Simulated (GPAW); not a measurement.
# Cu (Fm-3m) in GPAW: notebook

The runs below take Cu through equation of state, band structure, with PBEsol+D3(BJ), WC.

Everything below comes from runs of GPAW 26.7.0. Logs are shortened: lines on timing, memory, paths and dates and some standing lists are left out, and cuts for length are marked. The log counts tension as positive stress, the text compression.

## (1) The crystal as given

Symmetry: Fm-3m, No. 225, cubic system. Conventional cell: a = 3.615 Å, b = 3.615 Å, c = 3.615 Å, α = 90.00°, β = 90.00°, γ = 90.00°. Around Cu (site symmetry m-3m) lie 12 Cu at 2.56 Å.

## (2) Equation of state, PBEsol+D3(BJ)

Input file run.py:

```python
from ase import Atoms
from ase.calculators.mixing import SumCalculator
from ase.eos import EquationOfState
from ase.io import Trajectory
from ase.units import GPa
from dftd3.ase import DFTD3
from gpaw import GPAW, PW, setup_paths

setup_paths.insert(0, '.')

atoms = Atoms(['Cu'],
              cell=[[0.0, 1.8075, 1.8075],
                    [1.8075, 0.0, 1.8075],
                    [1.8075, 1.8075, 0.0]],
              scaled_positions=[[0.0, 0.0, 0.0]],
              pbc=True)

traj = Trajectory('eos.traj', 'w')
volumes, energies = [], []
for x in [0.94, 0.96, 0.98, 1.0, 1.02, 1.04, 1.06]:
    a = atoms.copy()
    a.set_cell(atoms.cell * x**(1 / 3), scale_atoms=True)
    calc = GPAW(mode=PW(600),
                xc='PBEsol',
                kpts={'size': (13, 13, 13), 'gamma': True},
                occupations={'name': 'fermi-dirac', 'width': 0.05},
                nbands=14,
                convergence={'density': 1e-05, 'energy': 1e-05},
                maxiter=150,
                txt=f'eos-{x:.2f}.txt')
    a.calc = SumCalculator([calc, DFTD3(method='pbesol', damping='d3bj')])
    energies.append(a.get_potential_energy())
    volumes.append(a.get_volume())
    p = -a.get_stress()[:3].mean() / GPa
    calc.write(f'eos-{x:.2f}.gpw')
    traj.write(a)
    print(f'{x:.2f} {volumes[-1]:10.4f} A^3 {energies[-1]:14.6f} eV {p:9.3f} GPa', flush=True)

v0, e0, B = EquationOfState(volumes, energies, eos='birchmurnaghan').fit()
print(f'V0 = {v0:.4f} A^3, E0 = {e0:.6f} eV, B0 = {B / GPa:.2f} GPa')
```

Potentials or basis: PAW data sets generated in the run's folder for this functional, pw.

The run is started by

```console
> gpaw-setup -f PBEsol Cu
> OMP_NUM_THREADS=1 python run.py
```

What it wrote:

```text
__  _  _
 | _ |_)|_||  |
 |__||  | ||/\| - 26.7.0

Input parameters:
  mode=PW(ecut=600.0),
  convergence={'density': 1e-05, 'energy': 1e-05},
  kpts=MonkhorstPack(size=(13, 13, 13), gamma=True),
  maxiter=150,
  nbands=14,
  occupations=Occupations(name='fermi-dirac', width=0.05),
  xc=XC(name='PBEsol')

Diagonalizing LCAO Hamiltonian
Converting LCAO to pw mode

       Cu

Atoms  # Å, Bohr magnetons
|   | symbol |        x |        y |        z |    initial magnetic moments |
|---|--------|----------|----------|----------|-----------------------------|
| 0 |     Cu | 0.000000 | 0.000000 | 0.000000 | ( 0.0000,  0.0000,  0.0000) |

Unit cell  # Å
| periodic |        x |        y |        z |  lengths |    angles |
|----------|----------|----------|----------|----------|-----------|
|      yes | 0.000000 | 1.783071 | 1.783071 | 2.521644 | 60.000000 |
|      yes | 1.783071 | 0.000000 | 1.783071 | 2.521644 | 60.000000 |
|      yes | 1.783071 | 1.783071 | 0.000000 | 2.521644 | 60.000000 |

Number of symmetries: 48
Symmetry operations  # r_c * U_cc + t_c -> r_c
|    | kind |            matrix            |
|----|------|------------------------------|
|  0 |  σ   |  1, 0, 0,  1, 0,-1,  1,-1, 0 |
|  1 |  C2  |  1, 0, 0,  1,-1, 0,  1, 0,-1 |
|  2 |  E   |  1, 0, 0,  0, 1, 0,  0, 0, 1 |
|  3 |  σ   |  1, 0, 0,  0, 0, 1,  0, 1, 0 |
|  4 |  C4  |  1, 0,-1,  1, 0, 0,  1,-1, 0 |
|  5 |  S6  |  1, 0,-1,  1,-1, 0,  1, 0, 0 |
|  6 |  σ   |  1, 0,-1,  0, 1,-1,  0, 0,-1 |
|  7 |  C3  |  1, 0,-1,  0, 0,-1,  0, 1,-1 |
|  8 |  S6  |  1,-1, 0,  1, 0, 0,  1, 0,-1 |
|  9 |  C4  |  1,-1, 0,  1, 0,-1,  1, 0, 0 |
| 10 |  C3  |  1,-1, 0,  0,-1, 1,  0,-1, 0 |
| 11 |  σ   |  1,-1, 0,  0,-1, 0,  0,-1, 1 |
| 12 |  σ   |  0, 1, 0,  1, 0, 0,  0, 0, 1 |
| 13 |  C4  |  0, 1, 0,  0, 1,-1, -1, 1, 0 |
| 14 |  C3  |  0, 1, 0,  0, 0, 1,  1, 0, 0 |
| 15 |  S6  |  0, 1, 0, -1, 1, 0,  0, 1,-1 |
| 16 |  C2  |  0, 1,-1,  1, 0,-1,  0, 0,-1 |
| 17 |  σ   |  0, 1,-1,  0, 1, 0, -1, 1, 0 |
| 18 |  S4  |  0, 1,-1,  0, 0,-1,  1, 0,-1 |
| 19 |  C4  |  0, 1,-1, -1, 1, 0,  0, 1, 0 |
| 20 |  C3  |  0, 0, 1,  1, 0, 0,  0, 1, 0 |
| 21 |  σ   |  0, 0, 1,  0, 1, 0,  1, 0, 0 |
| 22 |  S6  |  0, 0, 1,  0,-1, 1, -1, 0, 1 |
| 23 |  C4  |  0, 0, 1, -1, 0, 1,  0,-1, 1 |
| 24 |  S4  |  0, 0,-1,  1, 0,-1,  0, 1,-1 |
| 25 |  C3  |  0, 0,-1,  0, 1,-1,  1, 0,-1 |
| 26 |  C2  |  0, 0,-1,  0,-1, 0, -1, 0, 0 |
| 27 |  S6  |  0, 0,-1, -1, 0, 0,  0,-1, 0 |
| 28 |  S4  |  0,-1, 1,  1,-1, 0,  0,-1, 0 |
| 29 |  C4  |  0,-1, 1,  0, 0, 1, -1, 0, 1 |
| 30 |  C2  |  0,-1, 1,  0,-1, 0,  1,-1, 0 |
| 31 |  σ   |  0,-1, 1, -1, 0, 1,  0, 0, 1 |
| 32 |  C3  |  0,-1, 0,  1,-1, 0,  0,-1, 1 |
| 33 |  S6  |  0,-1, 0,  0, 0,-1, -1, 0, 0 |
| 34 |  S4  |  0,-1, 0,  0,-1, 1,  1,-1, 0 |
| 35 |  C2  |  0,-1, 0, -1, 0, 0,  0, 0,-1 |
| 36 |  C2  | -1, 1, 0,  0, 1, 0,  0, 1,-1 |
| 37 |  S6  | -1, 1, 0,  0, 1,-1,  0, 1, 0 |
| 38 |  S4  | -1, 1, 0, -1, 0, 1, -1, 0, 0 |
| 39 |  C3  | -1, 1, 0, -1, 0, 0, -1, 0, 1 |
| 40 |  S6  | -1, 0, 1,  0, 0, 1,  0,-1, 1 |
| 41 |  C2  | -1, 0, 1,  0,-1, 1,  0, 0, 1 |
| 42 |  C3  | -1, 0, 1, -1, 1, 0, -1, 0, 0 |
| 43 |  S4  | -1, 0, 1, -1, 0, 0, -1, 1, 0 |
| 44 |  C2  | -1, 0, 0,  0, 0,-1,  0,-1, 0 |
| 45 |  i   | -1, 0, 0,  0,-1, 0,  0, 0,-1 |
| 46 |  σ   | -1, 0, 0, -1, 1, 0, -1, 0, 1 |
| 47 |  C2  | -1, 0, 0, -1, 0, 1, -1, 1, 0 |

BZ-sampling:
  Number of BZ points: 2197
  Number of IBZ points: 84

  Monkhorst-Pack size: [13, 13, 13]
  Monkhorst-Pack shift: [0, 0, 0]

K-points  # in reciprocal-cell coordinates
|     |                                coordinates |     weight |
|-----|--------------------------------------------|------------|
|   0 | (  0.00000000,   0.00000000,   0.00000000) | 0.00045517 |
|   1 | (  0.07692308,   0.07692308,   0.00000000) | 0.00273100 |
|   2 | (  0.07692308,   0.07692308,   0.07692308) | 0.00364133 |
|   3 | (  0.15384615,   0.07692308,   0.07692308) | 0.00546199 |
|   4 | (  0.15384615,   0.15384615,   0.00000000) | 0.00273100 |
|   5 | (  0.15384615,   0.15384615,   0.07692308) | 0.01092399 |
|   6 | (  0.15384615,   0.15384615,   0.15384615) | 0.00364133 |
|   7 | (  0.23076923,   0.15384615,   0.07692308) | 0.01092399 |
|   8 | (  0.23076923,   0.15384615,   0.15384615) | 0.01092399 |
|   9 | (  0.23076923,   0.23076923,   0.00000000) | 0.00273100 |
| ... |                                            |            |
|  83 | (  0.46153846,   0.46153846,   0.46153846) | 0.00364133 |

Plane wave coefficients: 388
Cutoff: 600.0 eV

Spin-components: 1 (collinear spins)
Bands:           14
Projectors:      6
Spin-degeneracy: 2
Datatype:        complex128

Parallelization:
  kpt:    1
  domain: 1
  band:   1

Density:
  Valence electrons: 11.0
  Components: 1
  Grid points: [15 15 15]
  Charge: 0.0  # |e|

Potential:
  Grid points: [15 15 15]

species:
  Cu:
    name:    Copper
    Z:       29.0
    valence: 11
    core:    18
    charge:  0.0  # [|e|]
    compensation charges:
      type: gauss
      rc: 0.33  # [Å]
      lmax: 2
    cutoffs:
      filter: 2.06  # [Å]
      core: 2.43  # [Å]
    projectors
    | kind |    occ | energy [eV] | rcut [Å] |
    |------|--------|-------------|----------|
    |   4s |  1.000 |      -4.607 |    1.164 |
    |   4p |  0.000 |      -0.637 |    1.164 |
    |   3d | 10.000 |      -5.060 |    1.058 |
    |    s |        |      22.604 |    1.164 |
    |    p |        |      26.574 |    1.164 |
    |    d |        |      22.151 |    1.058 |

    Using partial waves for Cu as LCAO basis

Reference energy: -44984.480490  # eV

eigensolver:
  PPCG
  Converge bands: occupied
  niter=2

density mixing:
  MSR1-Mixer
  Pratt-step length: 0.05
  Maximum mixing coefficient: 0.75
  Old densities: 10
  SVD Regularization: 0.005
  Good broyden scale: 1.0
  Trust region scale: 1.0
  Backstep threshold: 4.0
  History deletion threshold: 6.0
  Fourier metric: weight=20.0, sigma=0.015

occupation numbers:
  Fermi-Dirac:
    width: 0.0500  # eV

poisson solver:
  ecut: 4800.0  # eV

xc functional:
  name: PBEsol with 2 nearest neighbor stencil

convergence criteria:
- Maximum integral of absolute [dens]ity change: 1e-05 electrons / valence electron
- Maximum [total energy] change in last 3 cyles: 1e-05 eV / valence electron
- Maximum integral of absolute [eigenst]ate change: 4e-08 eV^2 / valence electron
maximum number of iterations: 150

SCF iterations
|iter     | |      energy | eigst |  dens |
|---------|-|-------------|-------|-------|
|iter:   1| |   -5.289118 | -0.43 |       |
|iter:   2| |   -4.885977 | -3.00 | -0.88 |
|iter:   3| |   -4.250236 | -1.95 | -0.97 |
|iter:   4| |   -4.239822 | -3.92 | -1.82 |
|iter:   5| |   -4.232320 | -3.58 | -1.96 |
|iter:   6| |   -4.232336 | -6.48 | -3.53 |
|iter:   7| |   -4.232338c| -6.15 | -3.63 |
|iter:   8| |   -4.232338c| -8.78c| -4.39 |
|iter:   9| |   -4.232338c| -7.87c| -4.95 |
|iter:  10| |   -4.232338c| -8.90c| -5.58c|

Converged in 10 steps
Energy contributions relative to reference atoms: (reference = -44984.480490)

Energy contributions:
  Kinetic:         -13.298289
  Coulomb:          10.693603
  Zero:              0.060853
  External:          0.000000
  Xc:               -1.687149
  Entropy:          -0.002714
  Spinorbit:         0.000000
  ----------------------------
  Free energy:      -4.233695
  Extrapolated:     -4.232338

dipole moment: (-7.804974, -7.804974, -7.804974)  # |e|*Ang

Fermi level: 8.567
Eigenvalues  # (at kpt = [0.000, 0.000, 0.000])
| band index |      eig [eV] | occ [0-2] |
|------------|---------------|-----------|
|          0 |        -1.331 |     2.000 |
|          1 |         5.239 |     2.000 |
|          2 |         5.239 |     2.000 |
|          3 |         5.239 |     2.000 |
|          4 |         6.121 |     2.000 |
|          5 |         6.121 |     2.000 |
|          6 |        31.816 |     0.000 |
|          7 |        34.466 |     0.000 |
|          8 |        34.466 |     0.000 |
|          9 |        34.466 |     0.000 |
|         10 |        36.669 |     0.000 |
|         11 |        36.669 |     0.000 |
|         12 |        36.669 |     0.000 |
|         13 |        40.596 |     0.000 |

No gap
No difference between direct/indirect transitions

Stress tensor  # eV/Ang^3
|         x |         y |         z |
|-----------|-----------|-----------|
| -0.010122 | -0.000000 |  0.000000 |
| -0.000000 | -0.010122 |  0.000000 |
|  0.000000 |  0.000000 | -0.010122 |

# Writing to eos-0.96.gpw (mode='')
```

Wall time 77 s (1 thread of Arm Neoverse V1, shared host); peak memory 0.18 GiB.

What came out:

```
Equilibrium volume : 10.96 Å³/atom (rough: see the caveat)
Bulk modulus       : 189 GPa (rough)
```

Energy against volume, from the lowest point:
```
volume (Å³/atom)  energy (meV/atom)
          11.102               0.00
          11.338               6.18
          11.574              17.24
          11.810              32.55
          12.047              51.58
          12.283              73.87
          12.519              99.01
```

Caveat: with this Cu data set, volumes or pressures lay over 1.5 % or 2 GPa off other programs in two to four cells of ten; the minimum lies outside the volumes run.

## (3) Band structure, WC

Input file run.py:

```python
from ase.dft.bandgap import bandgap
from ase.io import write
from ase.spacegroup import crystal
from ase.units import GPa
from gpaw import GPAW, PW, setup_paths

setup_paths.insert(0, '.')

# Cu 4a
atoms = crystal(['Cu'],
                basis=[[0.0, 0.0, 0.0]],
                spacegroup=225, setting=1,  # Fm-3m
                cellpar=[3.615, 3.615, 3.615, 90.0, 90.0, 90.0],
                primitive_cell=True)

calc = GPAW(mode=PW(600),
            xc='WC',
            kpts={'size': (13, 13, 13), 'gamma': True},
            occupations={'name': 'fermi-dirac', 'width': 0.05},
            nbands=14,
            convergence={'density': 1e-05, 'energy': 1e-05},
            maxiter=150,
            txt='gpaw.txt')
atoms.calc = calc
energy = atoms.get_potential_energy()
forces = atoms.get_forces()
stress = atoms.get_stress()
calc.write('gs.gpw')
write('result.traj', atoms)
print(f'Energy: {energy:.6f} eV')
print('Forces (eV/A):')
print(forces.round(4))
print('Stress (GPa):', (stress / GPa).round(3))
print('Fermi level:', round(calc.get_fermi_level(), 4), 'eV')
print(f'Gap: {bandgap(calc)[0]:.4f} eV, direct: {bandgap(calc, direct=True)[0]:.4f} eV')

path = atoms.cell.bandpath('GXWKGLUWLK,UX', npoints=60, eps=1e-4)
bs_calc = calc.fixed_density(kpts=path, symmetry='off', nbands=21,
                             convergence={'bands': 'CBM+6.0', 'eigenstates': 1e-6}, txt='bands.txt')
bs = bs_calc.band_structure()
bs.write('bs.json')
print(f'Gap on the path: {bandgap(bs_calc)[0]:.4f} eV')
```

Potentials or basis: PAW data sets generated in the run's folder for this functional, pw.

The run is started by

```console
> gpaw-setup -f WC Cu
> OMP_NUM_THREADS=1 python run.py
```

Run time: 18 s. Hardware: 1 thread of Arm Neoverse V1, shared host; peak memory 0.15 GiB.

Results (log left out):

```yaml
Free_energy: -4.1856 eV
Pressure: -4.0 GPa
Band_gap_along_the_path: none (metal or under the smearing width)
```

Levels at the corners of the path, in eV from the Fermi level:
```tsv
point	band 3	band 4	band 5	band 6	band 7
Γ	-3.20	-3.20	-2.38	-2.38	22.98
X	-1.82	-1.66	-1.66	1.29	6.95
W	-3.71	-2.42	-1.66	6.03	6.03
K	-2.94	-2.24	-1.86	4.15	5.56
Γ	-3.20	-3.20	-2.38	-2.38	22.98
L	-3.23	-1.80	-1.80	-1.20	3.58
U	-2.94	-2.24	-1.86	4.15	5.56
W	-3.71	-2.42	-1.66	6.03	6.03
L	-3.23	-1.80	-1.80	-1.20	3.58
K	-2.94	-2.24	-1.86	4.15	5.56
U	-2.94	-2.24	-1.86	4.15	5.56
X	-1.82	-1.66	-1.66	1.29	6.95
```

Caveat: with this Cu data set, volumes or pressures lay over 1.5 % or 2 GPa off other programs in two to four cells of ten.
